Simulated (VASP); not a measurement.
# GaSe in VASP: a series of runs

Runs on GaSe. Level: PBE. Tasks: single point.

Everything below comes from runs of VASP 6.6.1. Logs are shortened: lines on timing, memory, paths and dates and some standing lists are left out, and cuts for length are marked.

**1. The slab as given**

The cell holds a slab with vacuum, 12 atoms: a = 3.742 Å, b = 3.742 Å, c = 35.695 Å, α = 90.00°, β = 90.00°, γ = 120.00°.

**2. Single point, PBE**

File INCAR:

```
PREC = Accurate
ENCUT = 460
EDIFF = 1E-7
ISMEAR = 0
SIGMA = 0.05
LREAL = F
LASPH = T
NELM = 120
ALGO = Normal
ISIF = 2
LWAVE = F
LCHARG = F
LDIPOL = T
IDIPOL = 3
DIPOL = 0.5 0.5 0.500
GGA = PE
NBANDS = 77
LVHAR = T
LVACPOTAV = T
```

File KPOINTS:

```
Automatic mesh
0
Gamma
  7 7 1
```

File POSCAR:

```
GaSe
1.0
    3.7420012726      0.0000000000      0.0000000000
   -1.8710006363      3.2406681631      0.0000000000
    0.0000000000      0.0000000000     35.6947000000
Se Ga
6 6
Direct
    0.6666666667      0.3333333334      0.2101152272
    0.6666666667      0.3333333334      0.3439081993
    0.3333333333      0.6666666666      0.4331035140
    0.3333333333      0.6666666666      0.5668964860
    0.6666666667      0.3333333334      0.6560918007
    0.6666666667      0.3333333334      0.7898847728
    0.3333333333      0.6666666666      0.2444554234
    0.3333333333      0.6666666666      0.3095680031
    0.6666666667      0.3333333334      0.4674437101
    0.6666666667      0.3333333334      0.5325562899
    0.3333333333      0.6666666666      0.6904319969
    0.3333333333      0.6666666666      0.7555445766
```

Potentials or basis: VASP PAW PBE potentials, release 64 (Se, Ga_d).

On the command line:

```bash
> cat potpaw_PBE.64/Se/POTCAR potpaw_PBE.64/Ga_d/POTCAR > POTCAR
> mpirun -np 1 vasp_std > vasp.out
```

OUTCAR:

```text
PREC = Accurate
   ENCUT = 460
   EDIFF = 1E-7
   ISMEAR = 0
   LREAL = F
   LASPH = T
   NELM = 120
   ISIF = 2
   GGA = PE

 Found      8 irreducible k-points:

 Following reciprocal coordinates:
            Coordinates               Weight
  0.000000  0.000000  0.000000      1.000000
  0.142857  0.000000  0.000000      6.000000
  0.285714  0.000000  0.000000      6.000000
  0.428571  0.000000  0.000000      6.000000
  0.142857  0.142857  0.000000      6.000000
  0.285714  0.142857  0.000000     12.000000
   k-points           NKPTS =      8   k-points in BZ     NKDIM =      8   number of bands    NBANDS=     77
   number of dos      NEDOS =    301   number of ions     NIONS =     12
   total plane-waves  NPLWV = 196000
   dimension x,y,z NGX =    28 NGY =   28 NGZ =  250
   dimension x,y,z NGXF=    56 NGYF=   56 NGZF=  500
   ions per type =               6   6
   NGX,Y,Z   is equivalent  to a cutoff of  12.44, 12.44, 11.64 a.u.
   NGXF,Y,Z  is equivalent  to a cutoff of  24.88, 24.88, 23.29 a.u.
 SYSTEM =  unknown system
   PREC   = accura    normal or accurate (medium, high low for compatibility)
   ISTART =      0    job   : 0-new  1-cont  2-samecut
   ICHARG =      2    charge: 1-file 2-atom 10-const
   ISPIN  =      1    spin polarized calculation?
   LNONCOLLINEAR =      F non collinear calculations
   LSORBIT =      F    spin-orbit coupling
   LASPH  =      T    aspherical Exc in radial PAW
   ENCUT  =  460.0 eV  33.81 Ry    5.81 a.u.   6.54  6.54 62.42*2*pi/ulx,y,z
   NELM   =    120;   NELMIN=  2; NELMDL= -5     # of ELM steps
   EDIFF  = 0.1E-06   stopping-criterion for ELM
   LREAL  =      F    real-space projection
   EDIFFG = 0.1E-05   stopping-criterion for IOM
   NSW    =      0    number of steps for IOM
   IBRION =     -1    ionic relax: 0-MD 1-quasi-New 2-CG
   NFREE  =      0    steps in history (QN), initial steepest desc. (CG)
   ISIF   =      2    stress and relaxation
   ISYM   =      2    0-nonsym 1-usesym 2-fastsym
   POTIM  = 0.5000    time-step for ionic-motion
   TEBEG  =    0.0;   TEEND  =   0.0 temperature during run
   PSTRESS=    0.0 pullay stress
   NELECT =     114.0000    total number of electrons
   NUPDOWN=      -1.0000    fix difference up-down
   EMIN   =  10.00;   EMAX   =-10.00  energy-range for DOS
   EFERMI =   0.00;   METHOD = LEGACY
   ISMEAR =     0;   SIGMA  =   0.05  broadening in eV -4-tet -1-fermi 0-gaus
   EFERMI_NEDOS =   21; number of points for ismear=-14 and -15
   IALGO  =     38    algorithm
   IMIX   =      4    mixing-type and parameters
     AMIX     =   0.40;   BMIX     =  1.00
     AMIX_MAG =   1.60;   BMIX_MAG =  1.00
  volume/ion in A,a.u.               =      36.07       243.42
  Fermi-wavevector in a.u.,A,eV,Ry     =   1.049371  1.983024 14.982455  1.101179
  Thomas-Fermi vector in A             =   2.184331
   LORBIT       =      0    0 simple, 1 ext, 2 COOP (PROOUT), +10 PAW based schemes
   GGA     = PE    functional components
   LHFCALC =     F    Hartree Fock is set to
   AEXX    =    0.0000 exact exchange contribution
   IVDW    =     0    specifies the selected vdW correction
   LEPSILON=     F    determine dielectric tensor
   LRPA    =     F    only Hartree local field effects (RPA)
 non-spin polarized calculation
 Gauss-broadening in eV      SIGMA  =   0.05
  energy-cutoff  :      460.00
  volume of cell :      432.85
 maximum number of plane-waves:      9821
 NGX is ok and might be reduce to    28
   NGX = 13   NGY = 13   NGZ =125

 dipolmoment           0.000000      0.000000     -0.000000 electrons x Angstroem

 number of electron     114.0000026 magnetization

 dipolmoment           0.000000      0.000000      0.000000 electrons x Angstroem

 Free energy of the ion-electron system (eV)
  ---------------------------------------------------
  ext. energy  EPLUGINS =         0.00000000
  ---------------------------------------------------
  free energy    TOTEN  =       -45.11536582 eV

  energy without entropy =      -45.11536582  energy(sigma->0) =      -45.11536582

 E-fermi :   0.5573     XC(G=0):  -6.5153

 val. band max:        0.2753134529   @ k =   0.0000   0.0000   0.0000
 cond. band min:       1.9075016488   @ k =   0.0000   0.0000   0.0000
 fundamental gap:      1.6321881958
 Fermi energy:         0.5572847987

 k-point     1 :       0.0000    0.0000    0.0000
  band No.  band energies     occupation
      1     -14.6232      2.00000
      2     -14.6134      2.00000
      3     -14.6134      2.00000
      4     -14.4397      2.00000
      5     -14.4397      2.00000
      6     -14.4302      2.00000
[... 61 lines left out ...]
     68       4.6461      0.00000
     69       4.6461      0.00000

 k-point     2 :       0.1429    0.0000    0.0000
  band No.  band energies     occupation
      1     -14.6203      2.00000
      2     -14.6105      2.00000
      3     -14.6105      2.00000
      4     -14.4868      2.00000
      5     -14.4764      2.00000
      6     -14.4759      2.00000
[... 61 lines left out ...]
     68       4.9118      0.00000
     69       4.9126      0.00000

 k-point     3 :       0.2857    0.0000    0.0000
  band No.  band energies     occupation
      1     -14.6159      2.00000
      2     -14.6060      2.00000
      3     -14.6060      2.00000
      4     -14.5613      2.00000
      5     -14.5504      2.00000
      6     -14.5495      2.00000
[... 61 lines left out ...]
     68       5.0726      0.00000
     69       5.1311      0.00000

 k-point     4 :       0.4286    0.0000    0.0000
  band No.  band energies     occupation
      1     -14.6233      2.00000
      2     -14.6132      2.00000
      3     -14.6131      2.00000
      4     -14.5939      2.00000
      5     -14.5838      2.00000
      6     -14.5836      2.00000
[... 61 lines left out ...]
     68       4.6913      0.00000
     69       4.8289      0.00000

 k-point     5 :       0.1429    0.1429    0.0000
  band No.  band energies     occupation
      1     -14.6163      2.00000
      2     -14.6065      2.00000
      3     -14.6065      2.00000
      4     -14.5425      2.00000
      5     -14.5315      2.00000
      6     -14.5306      2.00000
[... 61 lines left out ...]
     68       5.4238      0.00000
     69       5.4513      0.00000

 k-point     6 :       0.2857    0.1429    0.0000
  band No.  band energies     occupation
      1     -14.6158      2.00000
      2     -14.6058      2.00000
      3     -14.6058      2.00000
      4     -14.5883      2.00000
      5     -14.5779      2.00000
      6     -14.5774      2.00000
[... 61 lines left out ...]
     68       5.2853      0.00000
     69       5.3203      0.00000

 [... further k-points ...]

 [bands above 69 left out]

------------------------ aborting loop because EDIFF is reached ----------------------------------------

  FORCE on cell =-STRESS in cart. coord.  units (eV):
  Direction    XX          YY          ZZ          XY          YZ          ZX
  --------------------------------------------------------------------------------------
  -------------------------------------------------------------------------------------
  Total        3.6632231      3.6632231      8.3021572      0.0000000     -0.0000000     -0.0000000
  in kB       13.5591268     13.5591268     30.7297697      0.0000000     -0.0000000     -0.0000000
  external PRESSURE =      19.2826744 kB  Pullay stress =       0.0000000 kB

 VOLUME and BASIS-vectors are now :
 -----------------------------------------------------------------------------
  energy-cutoff  :      460.00
  volume of cell :      432.85
      direct lattice vectors                 reciprocal lattice vectors
     3.742001273  0.000000000  0.000000000     0.267236681  0.154289170  0.000000000
    -1.871000636  3.240668163  0.000000000     0.000000000  0.308578339  0.000000000
     0.000000000  0.000000000 35.694700000     0.000000000  0.000000000  0.028015364

 POSITION                                       TOTAL-FORCE (eV/Angst)
 -----------------------------------------------------------------------------------
      1.87100      1.08022      7.50000        -0.000000     -0.000000      0.112524
      1.87100      1.08022     12.27570         0.000000     -0.000000     -0.230369
     -0.00000      2.16045     15.45950        -0.000000     -0.000000      0.230634
     -0.00000      2.16045     20.23520        -0.000000     -0.000000     -0.230634
      1.87100      1.08022     23.41900         0.000000     -0.000000      0.230369
      1.87100      1.08022     28.19470        -0.000000     -0.000000     -0.112524
     -0.00000      2.16045      8.72576        -0.000000     -0.000000     -1.266112
     -0.00000      2.16045     11.04994        -0.000000      0.000000      1.226245
      1.87100      1.08022     16.68526        -0.000000     -0.000000     -1.227978
      1.87100      1.08022     19.00944         0.000000     -0.000000      1.227978
     -0.00000      2.16045     24.64476        -0.000000     -0.000000     -1.226245
     -0.00000      2.16045     26.96894        -0.000000     -0.000000      1.266112
 -----------------------------------------------------------------------------------
    total drift:                                0.000002     -0.000001      0.000000

  FREE ENERGIE OF THE ION-ELECTRON SYSTEM (eV)
  ---------------------------------------------------
  free  energy   TOTEN  =       -45.1153658167 eV

  energy  without entropy=      -45.1153658167  energy(sigma->0) =      -45.11536582

 vacuum level on the upper side and lower side of the slab         5.710         5.710
```

It took 5.9 min on 1 thread of Intel Xeon Platinum 8488C (Sapphire Rapids), shared host; peak memory 0.49 GiB.

The run converged, but some of its settings lie outside the range that counts as converged, so its numbers aren't taken as properties of the slab.

What came out:

| Item | Value |
| --- | --- |
| Free energy | -45.1154 eV |
| Largest force | 1.266 eV/Å |
| Band gap on the k mesh | 1.63 eV, direct |
| Ionisation potential of the upper face | 5.43 eV |

**3. Single point, PBE**

This run uses another cell than the first one, of 33.04 Å³/atom, 0.916 times its volume.

INCAR is that of step 2.

File KPOINTS:

```
Automatic mesh
0
Gamma
  9 9 1
```

File POSCAR:

```
GaSe
1.0
    3.7420012726      0.0000000000      0.0000000000
   -1.8710006363      3.2406681631      0.0000000000
    0.0000000000      0.0000000000     32.6947000000
Se Ga
6 6
Direct
    0.6666666667      0.3333333334      0.1835159827
    0.6666666667      0.3333333334      0.3295855292
    0.3333333333      0.6666666666      0.4269652268
    0.3333333333      0.6666666666      0.5730347732
    0.6666666667      0.3333333334      0.6704144708
    0.6666666667      0.3333333334      0.8164840173
    0.3333333333      0.6666666666      0.2210071663
    0.3333333333      0.6666666666      0.2920943456
    0.6666666667      0.3333333334      0.4644564104
    0.6666666667      0.3333333334      0.5355435896
    0.3333333333      0.6666666666      0.7079056544
    0.3333333333      0.6666666666      0.7789928337
```

Potentials or basis: VASP PAW PBE potentials, release 64 (Se, Ga_d).

On the command line:

```bash
> cat potpaw_PBE.64/Se/POTCAR potpaw_PBE.64/Ga_d/POTCAR > POTCAR
> mpirun -np 1 vasp_std > vasp.out
```

Wall time 6.7 min (1 thread of Intel Xeon Platinum 8488C (Sapphire Rapids), shared host); peak memory 0.53 GiB.

The run converged, but some of its settings lie outside the range that counts as converged, so its numbers aren't taken as properties of the slab.

Results:

| Quantity | Value |
| --- | --- |
| Free energy | -45.1265 eV |
| Largest force | 1.265 eV/Å |
| Band gap on the k mesh | 1.63 eV, direct |
| Ionisation potential of the upper face | 5.43 eV |

**4. Single point, PBE**

This run uses another cell than the first one, of 39.10 Å³/atom, 1.084 times its volume.

File INCAR:

```
SYSTEM = GaSe
  PREC = Accurate
  ENCUT = 650
  EDIFF = 1E-7
  ISMEAR = 0
  SIGMA = 0.05
  LREAL = .False.
  LASPH = .True.
  NELM = 120
  ALGO = Normal
  ISIF = 2
  LWAVE = .False.
  LCHARG = .False.
  LDIPOL = .True.
  IDIPOL = 3
  DIPOL = 0.5 0.5 0.500
  GGA = PE
  NBANDS = 77
  LVHAR = .True.
  LVACPOTAV = .True.
```

File KPOINTS:

```
regular mesh
0
Gamma
  9 9 1
  0 0 0
```

File POSCAR:

```
GaSe
1.0
    3.7420012726      0.0000000000      0.0000000000
   -1.8710006363      3.2406681631      0.0000000000
    0.0000000000      0.0000000000     38.6947000000
Se Ga
6 6
Direct
    0.6666666667      0.3333333334      0.2325899929
    0.6666666667      0.3333333334      0.3560099962
    0.3333333333      0.6666666666      0.4382899984
    0.3333333333      0.6666666666      0.5617100016
    0.6666666667      0.3333333334      0.6439900038
    0.6666666667      0.3333333334      0.7674100071
    0.3333333333      0.6666666666      0.2642677938
    0.3333333333      0.6666666666      0.3243321954
    0.6666666667      0.3333333334      0.4699677992
    0.6666666667      0.3333333334      0.5300322008
    0.3333333333      0.6666666666      0.6756678046
    0.3333333333      0.6666666666      0.7357322062
```

Potentials or basis: VASP PAW PBE potentials, release 64 (Se, Ga_d).

On the command line:

```bash
> cat potpaw_PBE.64/Se/POTCAR potpaw_PBE.64/Ga_d/POTCAR > POTCAR
> mpirun -np 1 vasp_std > vasp.out
```

OUTCAR:

```text
SYSTEM = GaSe
   PREC = Accurate
   ENCUT = 650
   EDIFF = 1E-7
   ISMEAR = 0
   LREAL = .False.
   LASPH = .True.
   NELM = 120
   ISIF = 2
   GGA = PE

 Found     12 irreducible k-points:

 Following reciprocal coordinates:
            Coordinates               Weight
  0.000000  0.000000  0.000000      1.000000
  0.111111  0.000000  0.000000      6.000000
  0.222222  0.000000  0.000000      6.000000
  0.333333  0.000000  0.000000      6.000000
  0.444444  0.000000  0.000000      6.000000
[... 527 lines left out ...]
 -----------------------------------------------------------------------------
  energy-cutoff  :      650.00
  volume of cell :      469.23
      direct lattice vectors                 reciprocal lattice vectors
     3.742001273  0.000000000  0.000000000     0.267236681  0.154289170  0.000000000
    -1.871000636  3.240668163  0.000000000     0.000000000  0.308578339  0.000000000
     0.000000000  0.000000000 38.694700000     0.000000000  0.000000000  0.025843333

 POSITION                                       TOTAL-FORCE (eV/Angst)
 -----------------------------------------------------------------------------------
      1.87100      1.08022      9.00000        -0.000000     -0.000000      0.111505
      1.87100      1.08022     13.77570        -0.000000      0.000000     -0.229830
     -0.00000      2.16045     16.95950        -0.000000      0.000000      0.230158
     -0.00000      2.16045     21.73520        -0.000000      0.000000     -0.230158
      1.87100      1.08022     24.91900        -0.000000      0.000000      0.229830
      1.87100      1.08022     29.69470        -0.000000     -0.000000     -0.111505
     -0.00000      2.16045     10.22576         0.000000     -0.000000     -1.265727
     -0.00000      2.16045     12.54994        -0.000000      0.000000      1.223278
      1.87100      1.08022     18.18526         0.000000      0.000000     -1.228273
      1.87100      1.08022     20.50944         0.000000     -0.000000      1.228273
     -0.00000      2.16045     26.14476        -0.000000      0.000000     -1.223278
     -0.00000      2.16045     28.46894         0.000000     -0.000000      1.265727
 -----------------------------------------------------------------------------------
    total drift:                                0.000000     -0.000000      0.000000

  FREE ENERGIE OF THE ION-ELECTRON SYSTEM (eV)
  ---------------------------------------------------
  free  energy   TOTEN  =       -45.1279159519 eV

  energy  without entropy=      -45.1279159519  energy(sigma->0) =      -45.12791595

 vacuum level on the upper side and lower side of the slab         5.267         5.267
```

OSZICAR:

```text
N       E                     dE             d eps       ncg     rms          rms(c)
DAV:   1     0.122050054057E+04    0.12205E+04   -0.54956E+04  2068   0.200E+03
DAV:   2     0.213116567729E+03   -0.10074E+04   -0.93505E+03  1936   0.569E+02
DAV:   3    -0.219698116630E+02   -0.23509E+03   -0.22462E+03  2408   0.194E+02
[... 19 lines left out ...]
DAV:  23    -0.451279145392E+02   -0.14806E-05   -0.26240E-08  1406   0.776E-04    0.107E-04
DAV:  24    -0.451279152136E+02   -0.67441E-06   -0.13854E-08  1416   0.129E-03    0.108E-04
DAV:  25    -0.451279157375E+02   -0.52391E-06   -0.12936E-08  1420   0.128E-03    0.695E-05
DAV:  26    -0.451279159146E+02   -0.17716E-06   -0.54577E-09  1398   0.478E-04    0.390E-05
DAV:  27    -0.451279159519E+02   -0.37267E-07   -0.33927E-09  1339   0.403E-04
   1 F= -.45127916E+02 E0= -.45127916E+02  d E =-.101514E-15
```

Wall time 13 min (1 thread of Intel Xeon 6975P-C (Granite Rapids), shared host); peak memory 0.91 GiB.

These settings aren't checked as converged: the numbers below hold their error.

Results:

| Property | Result |
| --- | --- |
| Free energy | -45.1279 eV |
| Largest force | 1.266 eV/Å |
| Band gap on the k mesh | 1.63 eV, direct |
| Ionisation potential of the upper face | 5.44 eV |

**5. Single point, PBE**

INCAR is that of step 4.

KPOINTS is that of step 4.

File POSCAR:

```
GaSe
1.0
    3.7420012726      0.0000000000      0.0000000000
   -1.8710006363      3.2406681631      0.0000000000
    0.0000000000      0.0000000000     35.6947000000
Se Ga
6 6
Direct
    0.6666666667      0.3333333334      0.2101152272
    0.6666666667      0.3333333334      0.3439081993
    0.3333333333      0.6666666666      0.4331035140
    0.3333333333      0.6666666666      0.5668964860
    0.6666666667      0.3333333334      0.6560918007
    0.6666666667      0.3333333334      0.7898847728
    0.3333333333      0.6666666666      0.2444554234
    0.3333333333      0.6666666666      0.3095680031
    0.6666666667      0.3333333334      0.4674437101
    0.6666666667      0.3333333334      0.5325562899
    0.3333333333      0.6666666666      0.6904319969
    0.3333333333      0.6666666666      0.7555445766
```

On the command line:

```bash
> cat potpaw_PBE.64/Se/POTCAR potpaw_PBE.64/Ga_d/POTCAR > POTCAR
> mpirun -np 1 vasp_std > vasp.out
```

Wall time 11 min (1 thread of Intel Xeon 6975P-C (Granite Rapids), shared host); peak memory 0.86 GiB.

These settings aren't checked as converged: the numbers below hold their error.

What came out:

- Free energy: -45.1278 eV
- Largest force: 1.264 eV/Å
- Band gap on the k mesh: 1.63 eV, direct
- Ionisation potential of the upper face: 5.44 eV
